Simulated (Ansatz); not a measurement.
# Nb (Im-3m) in Ansatz: notebook

The runs below take Nb through single point, relaxation of cell and atoms, with PBE, BLYP.

Everything below comes from runs of Ansatz 0.2.0. Logs are shortened: lines on timing, memory, paths and dates and some standing lists are left out, and cuts for length are marked.

## Step 1: The crystal as given

The structure is cubic, space group Im-3m (No. 229). Conventional cell: a = 3.328 Å, b = 3.328 Å, c = 3.328 Å, α = 90.00°, β = 90.00°, γ = 90.00°. Nb (site symmetry m-3m) is surrounded by 8 Nb at 2.88 Å.

## Step 2: Single point, PBE

File input.yaml:

```yaml
crystal:
  lattice:
    - [-1.66395, 1.66395, 1.66395]
    - [1.66395, -1.66395, 1.66395]
    - [1.66395, 1.66395, -1.66395]
  atoms:
    - { symbol: Nb, position: [0.0, 0.0, 0.0] }
kpoints:
  mp_grid: { grid: [11, 11, 11] }
scf:
  occupations: { method: gaussian, width: 0.017 }
hamiltonian:
  xc: pbe
  pseudopotentials: { kind: all_electron, lapw: { basis_error: 0.001 } }
output:
  forces: true
  stress: true
  eigenvalues: true
```

Potentials or basis: all-electron LAPW, scalar-relativistic.

The run is started by

```sh
$ ansatz run input.yaml --threads 1 --pin off --max-ram 3072MiB --backend cpu --events-out ev --progress --plain --runs-dir out
```

What it wrote:

```text
Warning: RAYON_NUM_THREADS=1 ignored (pool sized by the plan → 1); use --threads N
LAPW: plane waves up to 7.546 Å⁻¹, error target 1.0e-3 eV per atom; small_component_spin mean_spin; Nb in spheres of 1.441 Å, 29 of its electrons in bands, Dirac shells [] (how accurate: hamiltonian.pseudopotentials.lapw.basis_error, Limitations)
Engine: ansatz 0.2.0, x86_64-unknown-linux-gnu
Pseudopotentials: kind: all_electron
Pseudopotential: Nb, LAPW, valence charge 29, lapw/all_electron/scalar/gaussian/Nb, Koelling and Harmon's equation, gaussian nucleus
Functional definition: PBE
  parameter kappa = 0.804
  parameter beta = 0.06672455060314922
  exchange = pbe_x(kappa = kappa, mu = beta*pi^2/3)
  correlation = pbe_c(beta = beta)
Crystal: 1 atoms, lattice volume = 18.428 Å³
Basis set: ecut = 216.95130980514023 eV, 135 PW (Γ), exchange–correlation at level 2
Bands: 19, of which v1, the nominal top of the filled ones, is band 15 counted from 1 (14 counted from 0)
Symmetry: 48 space group operations
Space group: Im-3m (ITA 229), of the structure as read, at distance tolerance 2.6e-5 Å
k-points: 56 of 1331
Non-local potential: Nb, projectors of the file, none
Initial density: superposition of atomic densities (chi_scale 0.1, normalization cell)
Initial wavefunctions: plane waves of lowest kinetic energy (no species holds an atomic orbital)
Functional: x = pbe(κ = 0.804, μ = 0.2195149727645171), c = pbe(β = 0.06672455060314922)
iter 1 solved again at ethr=8.18e-4 eV; its pass at ethr=1.00e-1 eV (dr2=2.37e-1 eV) is discarded
SCF iter   1: F=—  HF=-103946.176443 eV  |F-HF|=—  |Δ(HF+E_count)|=         —  Δρ=4.25e-2  dr2=2.38e-1  ethr=8.18e-4  ⟨swp⟩=2.6  Hψ=6541  notcnv=0
preconditioner: auto → none  [insulator: Δε(μ)=0.110 eV  Ē_g=7.725 eV  σ=0.017 eV  W_gap=0.94  n_scr=12 (ndim 8)  ℏωp=19.3 eV  f_vac=0.000  D(μ)=0.37/eV (n_scr^D=0)  ε∞_Penn≈7.3]
iter 2 solved again at ethr=4.39e-5 eV; its pass at ethr=8.18e-4 eV (dr2=1.27e-2 eV) is discarded
SCF iter   2: F=—  HF=-103945.716082 eV  |F-HF|=—  |Δ(HF+E_count)|=   4.60e-1  Δρ=1.09e-2  dr2=1.28e-2  ethr=4.39e-5  ⟨swp⟩=2.0  Hψ=5544  notcnv=0
SCF iter   3: F=—  HF=-103945.707954 eV  |F-HF|=—  |Δ(HF+E_count)|=         —  Δρ=3.84e-3  dr2=1.44e-3  ethr=4.39e-5  ⟨swp⟩=2.0  Hψ=3244  notcnv=0
the basis was enlarged: its passes take 160.6 KiB over the memory plan, 1 of 1 planned eigensolver slots
SCF iter   4: F=—  HF=-103945.708112 eV  |F-HF|=—  |Δ(HF+E_count)|=   1.58e-4  Δρ=4.75e-4  dr2=1.82e-5  ethr=4.98e-6  ⟨swp⟩=2.0  Hψ=3053  notcnv=0
SCF iter   5: F=—  HF=-103945.708133 eV  |F-HF|=—  |Δ(HF+E_count)|=   2.10e-5  Δρ=5.13e-5  dr2=2.57e-7  ethr=6.29e-8  ⟨swp⟩=2.0  Hψ=3047  notcnv=0
SCF iter   6: F=-103945.708133 eV  HF=-103945.708133 eV  |F-HF|=6.98e-10  |Δ(HF+E_count)|=   2.75e-7  Δρ=8.79e-7  dr2=8.24e-11  ethr=8.87e-10  ⟨swp⟩=2.2  Hψ=3058  notcnv=0
SCF 1 converged in 6 iterations: F = -103945.708133 eV  dr2 = 8.24e-11
SCF converged after 6 iterations
Free energy (F): -103945.708133 eV
Harris-Foulkes:  -103945.708133 eV  (|F-HF|=6.98e-10)
Internal energy: -103945.707709 eV  (E = F + TS)
E sigma→0 (E₀):  -103945.707921 eV
Entropy (-TS):   -0.000424 eV (-0.424 meV/atom)
Fermi energy:    19.343035 eV
--- Per-component energies (eV) ---
  E_band       = -3712.299872
  E_kinetic    = 107539.978004
  E_xc         = -3239.813156
  E_electrostatic = -208245.872556  (all electrons and nuclei)
  E_smearing   = -0.000424  (= −TS)
  E_closure    = 0.000000  (closes the sum)
  E_atoms      = -103935.548123  (free atoms, spherical and without spin; not in F)
  Σ components = -103945.708133   (vs F -103945.708133, Δ=0.00e0)
  Basis errors (estimates in eV, not in F): energy 2.4e-4 per atom: plane waves 1.9e-4 (1.0e-4 summed), levels above the bands 0.0e0, relativity 6.3e-8, radial functions 5.0e-5, core shells 9.4e-8; eigenvalues (radial functions only) 2.9e-6; not estimated: angular momenta, meshes, grids; target (lapw.basis_error) 1.0e-3; muffin-tin radii Nb 1.441 Å
--- Forces (eV/Å), atoms counted from 1 ---
  atom   1  Nb    -0.00000000     0.00000000     0.00000000
  max |Σ_I F_I| component: 1.38e-30 eV/Å
--- Stress (GPa, compression-positive) ---
       -1.745572       0.000000       0.000000
        0.000000      -1.745572       0.000000
        0.000000       0.000000      -1.745572
  P = ⅓ Tr σ = -1.7456 GPa (-17.456 kbar)
--- Band table (eV; the first three rows and the last of 56) ---
  k-point 0: bands = ["-323.1314", "-323.1314", "-323.1314", "-172.7213", "-172.7213", "-172.7067", "-172.7067", "-172.7067", "-34.9764", "-10.3331", "-10.3331", "-10.3331", "13.5459", "19.7731", "19.7731", "19.7731", "22.6082", "22.6082", "33.4867"]
  k-point 1: bands = ["-323.1314", "-323.1314", "-323.1314", "-172.7213", "-172.7213", "-172.7067", "-172.7067", "-172.7067", "-34.9589", "-10.4406", "-10.3660", "-10.3339", "13.8731", "19.5752", "19.7181", "20.0886", "22.3298", "22.6113", "33.7384"]
  k-point 2: bands = ["-323.1314", "-323.1314", "-323.1314", "-172.7213", "-172.7213", "-172.7067", "-172.7067", "-172.7067", "-34.9117", "-10.7220", "-10.4532", "-10.3362", "14.7304", "19.0918", "19.4664", "21.0028", "22.0251", "22.6568", "34.0375"]
  k-point 55: bands = ["-323.1314", "-323.1314", "-323.1314", "-172.7213", "-172.7213", "-172.7067", "-172.7067", "-172.7067", "-34.6002", "-11.2021", "-11.1823", "-11.1823", "15.9046", "15.9551", "24.2630", "24.2630", "24.6950", "27.8489", "29.0544"]
```

Wall time 9.2 s (1 thread of Intel Xeon at 2.50GHz (Skylake/Cascade Lake), shared host); peak memory 0.27 GiB.

Results:

```
Free energy            : -103945.7081 eV
Pressure               : -1.7 GPa
Band gap on the k mesh : none (metal or under the smearing width)
```

Levels at points of the mesh, in eV from the Fermi level:
```csv
k point,band 11,band 12,band 13,band 14,band 15,band 16,band 17,band 18
"(0.00, 0.00, 0.00)",-29.68,-29.68,-5.80,0.43,0.43,0.43,3.27,3.27
```

## Step 3: Single point, PBE

input.yaml: that of step 2 with these lines changed.

```diff
@@ -10,3 +10,3 @@
 scf:
-  occupations: { method: gaussian, width: 0.017 }
+  occupations: { method: gaussian, width: 0.024 }
 hamiltonian:
```

Potentials or basis: all-electron LAPW, scalar-relativistic.

The run is started by

```sh
$ ansatz run input.yaml --threads 1 --pin off --max-ram 3072MiB --backend cpu --events-out ev --progress --plain --runs-dir out
```

Run time: 9.1 s. Hardware: 1 thread of Intel Xeon at 2.50GHz (Skylake/Cascade Lake), shared host; peak memory 0.27 GiB.

It converged, with:

- Free energy: -103945.7083 eV
- Pressure: -1.7 GPa
- Band gap on the k mesh: none (metal or under the smearing width)

Levels at points of the mesh, in eV from the Fermi level:
```tsv
k point	band 11	band 12	band 13	band 14	band 15	band 16	band 17	band 18
(0.00, 0.00, 0.00)	-29.68	-29.68	-5.80	0.43	0.43	0.43	3.26	3.26
```

## Step 4: Single point, PBE

input.yaml: that of step 3 with these lines changed.

```diff
@@ -10,3 +10,3 @@
 scf:
-  occupations: { method: gaussian, width: 0.024 }
+  occupations: { method: gaussian, width: 0.027 }
 hamiltonian:
```

The run is started by

```sh
$ ansatz run input.yaml --threads 1 --pin off --max-ram 3072MiB --backend cpu --events-out ev --progress --plain --runs-dir out
```

Run time: 9.5 s. Hardware: 1 thread of Intel Xeon at 2.50GHz (Skylake/Cascade Lake), shared host; peak memory 0.27 GiB.

It converged, with:

```
Free energy            : -103945.7084 eV
Pressure               : -1.7 GPa
Band gap on the k mesh : none (metal or under the smearing width)
```

Levels at points of the mesh, in eV from the Fermi level:
```csv
k point,band 11,band 12,band 13,band 14,band 15,band 16,band 17,band 18
"(0.00, 0.00, 0.00)",-29.68,-29.68,-5.80,0.43,0.43,0.43,3.26,3.26
```

## Step 5: Relaxation of cell and atoms, BLYP

input.yaml: that of step 4 with these lines changed.

```diff
@@ -10,5 +10,5 @@
 scf:
-  occupations: { method: gaussian, width: 0.027 }
+  occupations: { method: fermi_dirac, width: 0.05 }
 hamiltonian:
-  xc: pbe
+  xc: blyp
   pseudopotentials: { kind: all_electron, lapw: { basis_error: 0.001 } }
@@ -17,2 +17,5 @@
   stress: true
-  eigenvalues: true
+relax:
+  f_tol: 0.01
+  max_steps: 60
+  cell: {}
```

The run is started by

```sh
$ ansatz run input.yaml --threads 1 --pin off --max-ram 3072MiB --backend cpu --events-out ev --progress --plain --runs-dir out
```

Wall time 33 s (1 thread of Intel Xeon at 2.50GHz (Skylake/Cascade Lake), shared host); peak memory 0.28 GiB.

It converged, with:

| Property | Result |
| --- | --- |
| Free energy | -103958.5582 eV |
| Relaxed volume | 18.89 Å³/atom |
| Relaxed cell | a = 2.906 Å, b = 2.906 Å, c = 2.906 Å, α = 109.47°, β = 109.47°, γ = 109.47° |
| Space group after relaxing (to 0.05 Å) | Im-3m (No. 229) |
| Energy gained by relaxing | 5.8 meV/atom |
| Ionic steps | 4 |
| Pressure after relaxing | 0.0 GPa |

Step by step:
| step | energy change (eV) | largest force (eV/Å) | volume (Å³) |
| --- | --- | --- | --- |
| 1 | 0.0000 | 0.0000 | 18.43 |
| 2 | -0.0058 | 0.0000 | 18.93 |
| 3 | -0.0058 | 0.0000 | 18.89 |
| 4 | -0.0058 | 0.0000 | 18.89 |

Final structure:
```cif
data_structure
_symmetry_space_group_name_H-M 'P 1'
_symmetry_Int_Tables_number 1
_cell_length_a 2.9061
_cell_length_b 2.9061
_cell_length_c 2.9061
_cell_angle_alpha 109.471
_cell_angle_beta 109.471
_cell_angle_gamma 109.471
_cell_volume 18.89
loop_
_atom_site_label
_atom_site_type_symbol
_atom_site_fract_x
_atom_site_fract_y
_atom_site_fract_z
_atom_site_occupancy
Nb1 Nb 0.00000 0.00000 0.00000 1
```

BLYP gives volumes clearly too large for solids. Zero-point motion and thermal expansion aren't in these numbers.

## Step 6: Overview

| task | level | cell | cutoff (eV) | smearing | gap on the mesh (eV) | pressure (GPa) |
| --- | --- | --- | --- | --- | --- | --- |
| single point | PBE | as given | 217 | gaussian 0.017 eV | none | -1.7 |
| single point | PBE | as given | 217 | gaussian 0.024 eV | none | -1.7 |
| single point | PBE | as given | 217 | gaussian 0.027 eV | none | -1.7 |
| relaxation of cell and atoms | BLYP | relaxed | - | fermi-dirac 0.05 eV | - | 0.0 |

Alike in all rows: potentials or basis all-electron LAPW, scalar-relativistic; no spin polarisation; k mesh 11 × 11 × 11; basis error allowed 0.001 eV/atom.

Every run on the cell as given and a fine mesh finds a metal.

Compare energies only between runs with the same functional and basis.
